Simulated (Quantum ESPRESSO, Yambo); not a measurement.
# Quasiparticle gap of BN (Qingsongite) in Yambo, part 2 of 3

How does a plane-wave GW calculation on BN (Qingsongite) run from the first input to the gap?

Quantum ESPRESSO 7.5 and Yambo 5.3.0; PBE and many-body steps on it, plane waves. Known limits of the many-body steps: not at the basis limit; coarse k mesh.

So far. Step 2 (Ground state): The gap is indirect, with the least direct gap 4.34 eV higher. Step 3 (Bands along the symmetry lines): The gap is 4.535 eV, as in the run before at this level.

**4. Empty states on the mesh, 6×6×6 mesh, 30 bands**

Level of this step: DFT, PBE, plane waves, norm-conserving pseudopotentials (Quantum ESPRESSO).

The sums over transitions need many empty states on a uniform mesh; this step solves for them.

Input file pw.in:

```
&control
  calculation = 'nscf'
  prefix = 'x'
  outdir = 'o'
  pseudo_dir = 'pseudo'
/
&system
  ibrav = 0
  nat = 2
  ntyp = 2
  ecutwfc = 72.0
  nbnd = 30
  force_symmorphic = .true.
/
&electrons
  conv_thr = 1e-9
  electron_maxstep = 80
  diago_full_acc = .true.
  diago_thr_init = 5e-6
/
ATOMIC_SPECIES
  B 10.81 B.upf
  N 14.007 N.upf
CELL_PARAMETERS angstrom
  -0.0000000000 1.8075000000 1.8075000000
  1.8075000000 0.0000000000 1.8075000000
  1.8075000000 1.8075000000 -0.0000000000
ATOMIC_POSITIONS crystal
  B 0.0000000000 0.0000000000 0.0000000000
  N 0.2500000000 0.2500000000 0.2500000000
K_POINTS automatic
  6 6 6 0 0 0
```

On the command line:

```sh
$ OMP_NUM_THREADS=1 mpirun -n 4 pw.x -nk 4 -in pw.in > pw.out
```

Output:

```text
[banner, memory and clock lines left out]
Program PWSCF v.7.5 starts

     Atomic positions and unit cell read from directory:
     o/x.save/

     Message from routine setup:
     using ibrav=0 with symmetry is DISCOURAGED, use correct ibrav instead

     G-vector sticks info

     bravais-lattice index     =            0
     lattice parameter (alat)  =       4.8305  a.u.
     unit-cell volume          =      79.7006 (a.u.)^3
     number of atoms/cell      =            2
     number of atomic types    =            2
     number of electrons       =         8.00
     number of Kohn-Sham states=           30
     kinetic-energy cutoff     =      72.0000  Ry
     charge density cutoff     =     288.0000  Ry
     Exchange-correlation= PBE
                           (   1   4   3   4   0   0   0)

     celldm(1)=   4.830501  celldm(2)=   0.000000  celldm(3)=   0.000000
     celldm(4)=   0.000000  celldm(5)=   0.000000  celldm(6)=   0.000000

     crystal axes: (cart. coord. in units of alat)
               a(1) = (  -0.000000   0.707107   0.707107 )
               a(2) = (   0.707107   0.000000   0.707107 )
               a(3) = (   0.707107   0.707107  -0.000000 )

     reciprocal axes: (cart. coord. in units 2 pi/alat)
               b(1) = ( -0.707107  0.707107  0.707107 )
               b(2) = (  0.707107 -0.707107  0.707107 )
               b(3) = (  0.707107  0.707107 -0.707107 )
     Pseudo is Norm-conserving + core correction, Zval =  3.0
     Generated using ONCVPSP code by D. R. Hamann
     Using radial grid of 1534 points,  4 beta functions with:
     Pseudo is Norm-conserving + core correction, Zval =  5.0
     Generated using ONCVPSP code by D. R. Hamann
     Using radial grid of 1058 points,  4 beta functions with:
     B                 3.00    10.81000     B ( 1.00)
     N                 5.00    14.00700     N ( 1.00)

     24 Sym. Ops. (no inversion) found

   Cartesian axes

     site n.     atom                  positions (alat units)
         1        B      tau(   1) = (   0.0000000   0.0000000   0.0000000  )
         2        N      tau(   2) = (   0.3535534   0.3535534   0.3535534  )

     number of k points=    16
                       cart. coord. in units 2pi/alat
        k(    1) = (   0.0000000   0.0000000   0.0000000), wk =   0.0092593
        k(    2) = (   0.1178511   0.1178511  -0.1178511), wk =   0.0740741
        k(    3) = (   0.2357023   0.2357023  -0.2357023), wk =   0.0740741
[...]
[... 4 further rows ...]
        k(   15) = (  -0.1178511  -0.3535534   0.5892557), wk =   0.2222222
        k(   16) = (  -0.7071068   0.2357023   0.0000000), wk =   0.1111111

     Dense  grid:     6615 G-vectors     FFT dimensions: (  27,  27,  27)

     The potential is recalculated from file :
     o/x.save/charge-density

     Starting wfcs are    8 randomized atomic wfcs +   22 random wfcs

     Band Structure Calculation

     End of band structure calculation

          k = 0.0000 0.0000 0.0000 (   869 PWs)   bands (ev):

    -9.0548  11.1555  11.1555  11.1555  20.0337  20.0337  20.0337  21.5215
    35.9011  39.2725  39.2725  39.6374  39.6374  39.6374  46.8155  58.1892
    58.1892  58.1892  79.7920  79.7920  79.7920  83.7138  83.7138  85.6955
    85.6955  85.6955  90.1039  90.1039  90.1039  96.8109

          k = 0.1179 0.1179-0.1179 (   830 PWs)   bands (ev):

[...]
87.3576  87.8272  87.8272  94.1938  98.7891  98.7891

          k = 0.2357 0.2357-0.2357 (   823 PWs)   bands (ev):

[...]
34.4137  35.7433  35.7433  38.7731  50.7462  50.7462  55.5701  56.3434
    56.3434  61.3732  69.0690  69.0690  75.6887  79.8184  79.8184  86.0645
    86.0645  88.0369  89.0254  89.1132  89.1132  92.4284

          k =-0.3536-0.3536 0.3536 (   832 PWs)   bands (ev):

     [... further k-points ...]

     highest occupied, lowest unoccupied level (ev):    11.1555   15.6904

     XML data file, pseudopotentials, collected wavefunctions
```

The job ended after 1.4 s (4 MPI ranks of Arm Neoverse V1, shared host; peak memory 0.05 GiB; 5.1 s of CPU time).

Numbers from this step:

```
gap                                                           : 4.535 eV
k of the valence top                                          : 0, 0, 0
k of the conduction bottom                                    : 0, -0.5, -0.5
least direct gap                                              : 8.878 eV
k points computed                                             : 16
lowest point of the top converged band, above the valence top : 80.1643 eV
```

On this mesh the gap is 4.535 eV.

**5. Conversion and set-up**

This step: Yambo 5.3.0; conversion and set-up on PBE, plane waves, norm-conserving pseudopotentials.

The states are converted to the many-body program's format and the q mesh is built.

On the command line:

```sh
$ (cd o/x.save; p2y > p2y.log; mv SAVE ../..); yambo > setup.log
```

Output:

```text
 Yambo, version 5.3.0

 [02] CORE Variables Setup
 =========================

  [02.01] Unit cells
  ==================

  Cell kind             :  FCC
  Atoms in the cell     :  B  N
  number of B  atoms    :  1
  number of N  atoms    :  1

  List of atomic masses
  Mass of B     :  10.81000
  Mass of N     :  14.00700

  List of atomic coordinates    : [cc]
  B1       :  0.000000  0.000000  0.000000  order 1
  N1       :  1.707840  1.707840  1.707840  order 2

  Alat factors          :  3.415680  3.415680  3.415680 [a.u.]
  Direct lattice volume :  79.70059 [a.u.]
  Direct lattice vectors:  A[ 1 ]  A[ 2 ]  A[ 3 ]
   A[ 1 ]: -0.000000  1.000000  1.000000  [iru]
  -0.000000  3.415680  3.415680  [cc]
   A[ 2 ]:  1.000000  0.000000  1.000000  [iru]
   3.415680  0.000000  3.415680  [cc]
   A[ 3 ]:  1.000000  1.000000 -0.000000  [iru]
   3.415680  3.415680 -0.000000  [cc]

  Recip. lattice volume :  3.112276 [a.u.]
  Recip. lattice vectors:  B[ 1 ]  B[ 2 ]  B[ 3 ]
   B[ 1 ]: -0.500000  0.500000  0.500000  [iku]
  -0.919756  0.919756  0.919756  [cc]
   B[ 2 ]:  0.500000 -0.500000  0.500000  [iku]
   0.919756 -0.919756  0.919756  [cc]
   B[ 3 ]:  0.500000  0.500000 -0.500000  [iku]
   0.919756  0.919756 -0.919756  [cc]

  [02.02] Symmetries
  ==================

  Inversion symmetry    : yes
  Spatial inversion     : no
  Inversion index       :  25
  K-space Time-reversal : yes
  Magnetic symmetries   : no
  Time-reversal derived K-space symmetries:   25   48
  Group table correct   : yes
  Symmetries units      :  [cc]

   [S  1]:   1.0000     -0.11681E-16 -0.11681E-16 -0.11681E-16   1.0000      0.11681E-16  0.11681E-16  0.11681E-16   1.0000
   [S  2]:  -1.0000      0.11681E-16 -0.11681E-16  0.11681E-16  -1.0000      0.11681E-16 -0.11681E-16 -0.11681E-16   1.0000
   [S  3]:  -1.0000     -0.11681E-16  0.11681E-16  0.11681E-16   1.0000     -0.11681E-16 -0.11681E-16  0.11681E-16  -1.0000
[...]
[S  9]: -0.11681E-16   1.0000     -0.11681E-16  0.11681E-16 -0.11681E-16   1.0000       1.0000      0.11681E-16  0.11681E-16
   [S 10]: -0.11681E-16  -1.0000      0.11681E-16  0.11681E-16  0.11681E-16  -1.0000       1.0000     -0.11681E-16 -0.11681E-16
     [... 36 further rows ...]
   [S*47]:   1.0000     -0.11681E-16  0.11681E-16 -0.11681E-16  0.11681E-16  -1.0000      0.11681E-16   1.0000     -0.11681E-16
   [S*48]:   1.0000      0.11681E-16 -0.11681E-16 -0.11681E-16 -0.11681E-16   1.0000      0.11681E-16  -1.0000      0.11681E-16

  [02.03] Reciprocal space
  ========================

  nG shells         :  117
  nG charge         :   6615
  nG WFs            :  1182
  nC WFs            :   869
  G-vecs. in first 11 shells:  [ Number ]
     1    9   15   27   51   59   65   89  113
   137  169
  ...
  Shell energy in first 11 shells:  [ mHa ]
    0.00000      1268.93      1691.90      3383.81      4652.73      5075.71      6767.61      8036.54      8459.51
[...]
WF components:   826
  K [16]         [rlu]:  0.166667 -0.500000 -0.333333
         WF components:   820

  [02.05] Energies & Occupations
  ==============================

  [X] === General ===
  [X] Electronic Temperature                        :  0.000000  0.000000 [eV K]
  [X] Bosonic    Temperature                        :  0.000000  0.000000 [eV K]
  [X] Finite Temperature mode                       : no
  [X] El. density                                   :  0.67737E+24 [cm-3]
  [X] Fermi Level                                   :  11.15554 [eV]

  [X] === Gaps and Widths ===
  [X] Conduction Band Min                           :  4.534823 [eV]
  [X] Valence Band Max                              :  0.000000 [eV]
  [X] Filled Bands                                  :   4
  [X] Empty Bands                                   :   5  30
  [X] Direct Gap                                    :  8.878135 [eV]
  [X] Direct Gap localized at k                     :  1
  [X] Indirect Gap                                  :  4.534823 [eV]
  [X] Indirect Gap between kpts                     :   1  13
  [X] Last valence band width                       :  6.145336 [eV]
  [X] 1st conduction band width                     :  5.828507 [eV]

  E @ K [ 1]:  [eV]
   -20.2103    -0.378404E-8 -0.295755E-8   0.00000      8.87814      8.87814      8.87814      10.3660
  occ @ K [ 1]
   2.000000  2.000000  2.000000  2.000000  0.000000  0.000000  0.000000  0.000000
  E @ K [ 2]:  [eV]
  -19.54041  -3.00277  -0.61985  -0.61985   9.39686   9.78647   9.78647  12.24945
  occ @ K [ 2]
[...]
E @ K [ 3]:  [eV]
[...]
occ @ K [ 3]
[...]
E @ K [ 8]:  [eV]
[...]
occ @ K [ 8]
[...]
E @ K [ 9]:  [eV]
[...]
occ @ K [ 9]
[...]
E @ K [10]:  [eV]
[...]
occ @ K [10]
[...]
E @ K [11]:  [eV]
[...]
occ @ K [11]
[...]
E @ K [12]:  [eV]
[...]
occ @ K [12]
[...]
E @ K [13]:  [eV]
[...]
occ @ K [13]
[...]
E @ K [14]:  [eV]
[...]
occ @ K [14]
[...]
E @ K [15]:  [eV]
[...]
occ @ K [15]
[...]
E @ K [16]:  [eV]
  -14.39247  -8.18148  -6.18906  -6.14534   7.83108  12.11010  15.10488  16.81388
  occ @ K [16]
   2.000000  2.000000  2.000000  2.000000  0.000000  0.000000  0.000000  0.000000

 [03] Transferred momenta grid and indexing
 ==========================================

 IBZ Q-points                                      :  16
 BZ  Q-points                                      :  216

 K/Q-points units:
 rlu = crystal or reduced units; cc = cartesian coordinates; iku = interal k-units

 Q [ 1]         [rlu]:  0.000000  0.000000  0.000000
 Q [ 2]         [rlu]:  0.14683E-18  0.14683E-18  0.16667
 Q [ 3]         [rlu]: -0.21279E-17 -0.21279E-17  0.33333
[...]
Q [ 8]         [rlu]:  0.44825E-16  0.16667     -0.33333
 Q [ 9]         [rlu]:  0.21279E-17  0.16667     -0.16667
 Q [10]         [rlu]: -0.33909E-16  0.33333      0.33333
     [... 4 further rows ...]
 Q [15]         [rlu]:  0.166667  0.333333 -0.333333
 Q [16]         [rlu]:  0.166667 -0.500000 -0.333333

  [03.01] X indexes
  =================

   [03.01.01] Sigma indexes
   ========================

 [06] Game Over & Game summary
```

Wall time 1.8 s (1 MPI rank); peak memory 0.23 GiB.

[end of part 2 of 3]

[Paths, hosts, dates, memory and timing lines, banners, echoed tables and standing remarks are left out of the program output.]

[Logs are printed without paths, hosts, clocks, repeated set-up lines and the standing remarks that a program may print on its own settings, such as how far it seeks lower states.]

[Runs of the session that timed out or met a known fault of the program may be left out.]

[Hosts, paths, dates, database ids (printed as entryN), source tags and the programs' standing remarks are cut or masked in the printed files.]
